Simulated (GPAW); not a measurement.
The system is Ag.

```
Ag
1.0
     0.00000    2.04275    2.04275
     2.04275    0.00000    2.04275
     2.04275    2.04275    0.00000
Ag
1
Direct
  0.00000 0.00000 0.00000
```

```yaml
Program: GPAW 26.7.0
Task: relaxation of cell and atoms
Functional: PBEsol
Dispersion: D3(BJ)
Potentials_or_basis: PAW data sets generated in the run's folder for this functional
Cutoff: 600 eV
Basis: pw
k_mesh: 11 × 11 × 11
Occupations: fermi-dirac, width 0.05 eV
Spin: no spin polarisation
```

At the start: pressure -8.1 GPa; volume 17.05 Å³/atom.

Q: Where does the relaxation end?

A: Over 4 steps the energy falls by 31.9 meV/atom and the volume is 15.91 Å³/atom (-6.7 %); space group Fm-3m (No. 225, to 0.05 Å).

Step by step:
| step | energy change (eV) | largest force (eV/Å) | pressure (GPa) | volume (Å³) |
| --- | --- | --- | --- | --- |
| 1 | 0.0000 | 0.0000 | -8.11 | 17.05 |
| 2 | -0.0244 | 0.0000 | -4.23 | 16.43 |
| 3 | -0.0318 | 0.0000 | 0.69 | 15.83 |
| 4 | -0.0319 | 0.0000 | -0.04 | 15.91 |

Final structure:
```
Ag
1.0
     0.00000    1.99607    1.99607
     1.99607    0.00000    1.99607
     1.99607    1.99607    0.00000
Ag
1
Direct
  0.00000 0.00000 0.00000
```

Caveat: later steps reuse the first step's grids; pairwise dispersion overbinds metals, which lowers pressure and volume.
